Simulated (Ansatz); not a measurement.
Here is an Ansatz 0.2.0 calculation.

The input input.yaml:

```yaml
crystal:
  lattice:
    - [0.0, 2.9785, 2.9785]
    - [2.9785, 0.0, 2.9785]
    - [2.9785, 2.9785, 0.0]
  atoms:
    - { symbol: Eu, position: [0.0, 0.0, 0.0], spin: 7.0 }
    - { symbol: S, position: [0.5, 0.5, 0.5] }
hamiltonian:
  xc: pbe
  pseudopotentials: { kind: paw }
magnetization:
  spin_polarized: true
kpoints:
  mp_grid: { grid: [8, 8, 8] }
scf:
  occupations: { method: fermi_dirac, width: 0.05 }
output:
  forces: true
  stress: true
  eigenvalues: true
```

Potentials or basis: Ansatz PAW.

Run with:

```bash
$ ansatz run input.yaml --threads 2 --pin off --max-ram 5120MiB --backend cpu --events-out ev --progress --plain --runs-dir out
```

Predict the absolute moment.

7.11 μB per cell.

Predict the pressure.

-2.5 GPa.

Caveat: spin-orbit coupling is left out, which moves the levels of the heavy elements; a cell with one magnetic atom can't hold antiferromagnetic order, which such compounds often take; without U or exact exchange the open f shell lies at the Fermi level, which spoils levels, moments and volumes. The state reached can hang on the start; a lower one may exist.

**Experimental background.**

From “Crystal-field mediated electronic transitions of EuS up to 35 GPa”, 2022, pmc:8786971, for a powder of EuS at 300 K: band gap 1.72 eV (optical).

Measured gap of EuS: 1.72 eV (optical; 300 K; powder; “Crystal-field mediated electronic transitions of EuS up to 35 GPa”, 2022, pmc:8786971). This calculation gives 0.00 eV (-1.72 eV). So large a miss can be the level of theory's own, or it may mean another phase, state or a wrong row. Spin-orbit coupling on Eu is left out. The value is that of PBE on a finite k mesh, which can miss the band edges, without temperature or zero-point motion. Semilocal functionals fall short of measured gaps as a rule. The run's magnetic order (collinear spin, ferromagnetic start) needn't be the measured crystal's.
